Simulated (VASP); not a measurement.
Here is a VASP 6.6.1 calculation.

The input INCAR:

```
SYSTEM = Ge
PREC = Accurate
ENCUT = 600
EDIFF = 1E-7
ISMEAR = 0
SIGMA = 0.03
LREAL = .False.
LASPH = .True.
NELM = 80
ALGO = Normal
ISIF = 3
LWAVE = .False.
LCHARG = .False.
GGA = PS
IBRION = 2
NSW = 90
EDIFFG = -0.005
KPAR = 4
```

Contents of KPOINTS:

```
regular mesh
0
Gamma
  6 6 4
  0 0 0
```

Contents of POSCAR:

```
Ge                                      
1.0
    5.9246002295     -0.0000000000      0.0000000000
    0.0000000000      5.9246002295     -0.0000000000
   -0.0000000000      0.0000000000      6.9708583429
  Ge            
    12
Direct
     0.0886350884853472    0.0886350884853472    0.0000000000000000
     0.4113649115146529    0.5886350884853472    0.7500000000000000
     0.9113649115146528    0.9113649115146528    0.5000000000000000
     0.5886350884853472    0.4113649115146529    0.2500000000000000
     0.1718020595181602    0.3698566202484511    0.2563818224781991
     0.1301433797515488    0.6718020595181601    0.0063818224781994
     0.8281979404818399    0.6301433797515490    0.7563818224781994
     0.8698566202484510    0.3281979404818400    0.5063818224781993
     0.6718020595181601    0.1301433797515488    0.9936181775218007
     0.6301433797515490    0.8281979404818399    0.2436181775218008
     0.3281979404818400    0.8698566202484510    0.4936181775218008
     0.3698566202484511    0.1718020595181602    0.7436181775218006
```

Potentials or basis: VASP PAW PBE potentials, release 64 (Ge_d).

Run with:

```console
$ cat potpaw_PBE.64/Ge_d/POTCAR > POTCAR
$ mpirun -np 4 vasp_std > vasp.out
```

(1) Predict the relaxed cell.

(2) Predict the relaxed volume.

Answers

(1) a = 5.926 Å, b = 5.926 Å, c = 6.972 Å, α = 90.00°, β = 90.00°, γ = 90.00°.

(2) 20.40 Å³/atom.

Caveat: the PAW data sets were made with another functional, which shifts forces and pressure a little.
